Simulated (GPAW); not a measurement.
Runs of GPAW 26.7.0 on GaN. It takes space group P6_3mc (No. 186, hexagonal). The conventional cell has a = 3.180 Å, b = 3.180 Å, c = 5.166 Å, α = 90.00°, β = 90.00°, γ = 120.00°. Ga (site symmetry 3m) is surrounded by 4 N at 1.94 to 1.95 Å. N (site symmetry 3m) is surrounded by 4 Ga at 1.94 to 1.95 Å. 

| task | level | potentials or basis | spin | cell | k mesh | cutoff (eV) | smearing | maxiter | optimizer | fmax | max steps | target pressure | gap on the mesh (eV) | pressure (GPa) | largest force (eV/Å) |
| --- | --- | --- | --- | --- | --- | --- | --- | --- | --- | --- | --- | --- | --- | --- | --- |
| single point | PBEsol | PAW data sets generated in the run's folder for this functional, pw | off | volume scaled by 1.08 | 8 × 8 × 4 | 650 | fermi-dirac 0.05 eV | 80 | - | - | - | - | (b) | -9.4 | 0.15 |
| single point | LDA | the program's PAW data sets (release 1.2.1) made for this functional, pw | off | volume scaled by 1.08 | 8 × 8 × 4 | 650 | fermi-dirac 0.01 eV | 150 | - | - | - | - | 1.56 | (a) | (c) |
| relaxation of cell and atoms | BP86 | PAW data sets generated in the run's folder for this functional, pw | off | relaxed to -1 GPa | 7 × 7 × 4 | 800 | fermi-dirac 0.05 eV | 150 | BFGS | 0.02 eV/Å | 60 | -1 GPa | 1.57 | -1.1 | 0.01 |
| band structure | vdW-DF | GPAW PAW data sets (gpaw-data 1.2.1), pw | SOC, no magnetisation | as given | 7 × 7 × 4 | 800 | fermi-dirac 0.05 eV | 150 | - | - | - | - | 2.24 | - | 0.18 |
| optical spectrum | LDA | the program's PAW data sets (release 1.2.1) made for this functional, pw | off | volume scaled by 1.08 | 8 × 8 × 4 | 650 | fermi-dirac 0.001 eV | 150 | - | - | - | - | 1.56 | - | - |

**Question.** Estimate the missing entries.

**Answer.** (a) -14.6; (b) 1.49; (c) 0.14.

Caveats: the cutoff is short for stress and forces, so pressures can be off by a GPa or more (some runs); later steps reuse the first step's grids (some runs); spin-orbit coupling was added after a scalar SCF, so levels and gaps hold it while energy, forces, pressure and moments don't (some runs); this program's spin-orbit splittings come out too wide for heavy elements (some runs); the PAW data sets were made with another functional, which shifts forces and pressure a little (some runs); the long-wavelength limit can be off by a per cent or two (some runs).

A k mesh can miss the band edges, and rows without SOC leave out spin-orbit coupling on Ga.

Runs at the PBE level aren't shown here.
